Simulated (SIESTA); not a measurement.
Crystal: LiCl.

```
Cl Li
1.0
     0.00000    2.56477    2.56477
     2.56477    0.00000    2.56477
     2.56477    2.56477    0.00000
Cl Li
1 1
Direct
  0.50000 0.50000 0.50000
  0.00000 0.00000 0.00000
```

Base run:

| Property | Result |
| --- | --- |
| Program | SIESTA 5.4.2 |
| Functional | PBEsol |
| Potentials or basis | PseudoDojo 0.4 standard (PBEsol files) |
| Basis | DZP (energy shift 0.003 Ry; two zetas on semicore shells) |
| Grid cutoff | 800 Ry |
| Energy shift | 0.003 Ry |
| k mesh | 9 × 9 × 9 |
| Occupations | fermi-dirac, width 0.05 eV |
| Spin | no spin polarisation |

Its results: band gap on the k mesh 6.38 eV, direct; pressure -0.9 GPa.

Q: The run is repeated on the same cell with these changes: functional from PBEsol to PBE; potentials or basis from PseudoDojo 0.4 standard (PBEsol files) to PseudoDojo 0.4 standard (PBE files). What comes out?

A: Band gap on the k mesh 6.54 eV, direct; pressure 0.7 GPa.

Caveats: the basis of atomic orbitals isn't converged, which shifts pressures, moduli and gaps; the basis holds too few empty states to meet the f-sum rule, so the spectrum is short of weight at high energy (some runs); an odd mesh through Γ misses points on the zone boundary, where band edges often lie (some runs).
